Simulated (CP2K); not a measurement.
Crystal: W.

```xyz
1
Lattice="2.7407 0.0000 0.0000 -0.9136 2.5840 0.0000 -0.9136 -1.2920 2.2378" Properties=species:S:1:pos:R:3 pbc="T T T"
W     0.0000    0.0000    0.0000
```

Program: CP2K 2026.2. Alike in all runs: task atomic charges; potentials or basis POTENTIAL_UZH W GTH-PBE-q14; TZVP-MOLOPT-PBE-GTH basis; no spin polarisation; cell as given; k mesh 12 × 12 × 12; smearing fermi-dirac 0.05 eV.

Q: Order these runs on this cell by their pressure, lowest first.
A. level LDA
B. level optB88-vdW; cutoff of the non-local correlation (Ry) 300
C. level HLE16
D. level r2SCAN
E. level BLYP

A: C (-57.2 GPa), A (-7.0 GPa), D (1.2 GPa), B (4.6 GPa), E (13.9 GPa).

Caveats: the potentials were made for another functional, which shifts forces and pressure; the basis of atomic orbitals isn't converged, which shifts pressures, moduli and gaps; the potentials were made for a functional far from this one (some runs); the cell as given lies far from equilibrium (some runs).
